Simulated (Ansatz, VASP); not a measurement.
# InAs: VASP beside Ansatz

```
In As
1.0
     0.00000    3.01306    3.01306
     3.01306    0.00000    3.01306
     3.01306    3.01306    0.00000
In As
1 1
Cartesian
  0.0000 0.0000 0.0000
  4.5196 4.5196 4.5196
```

Alike in both runs: functional LDA; k mesh 12 × 12 × 12; occupations gaussian, width 0.1 eV; no spin polarisation.

Ansatz relaxed the structure, and its values are those at the end. VASP's run is a single point on that final structure, the one shown.

|  | VASP | Ansatz |
| --- | --- | --- |
| version | VASP 6.6.1 | Ansatz 0.2.0 |
| potentials or method | VASP PAW LDA potentials, release 64 (In_d, As) | scalar-relativistic, plane waves, PAW |
| plane-wave cutoff (eV) | 520 | 420 |
| valence electrons in the cell | 18 | 28 |

Ansatz gave:

```
gap on the k mesh at the Fermi level (eV) : none
pressure (GPa)                            : 0.0
```

Question: Which values does VASP return?

Answer: gap on the k mesh at the Fermi level (eV): none; pressure (GPa): 0.1.

A gap of «none» marks a metal or a gap that the smearing closes. The two sets of potentials don't hold the same shells in valence.

Caveats: this crystal is a semiconductor, whose small gap the functional closes, so the metal is an error of the method.
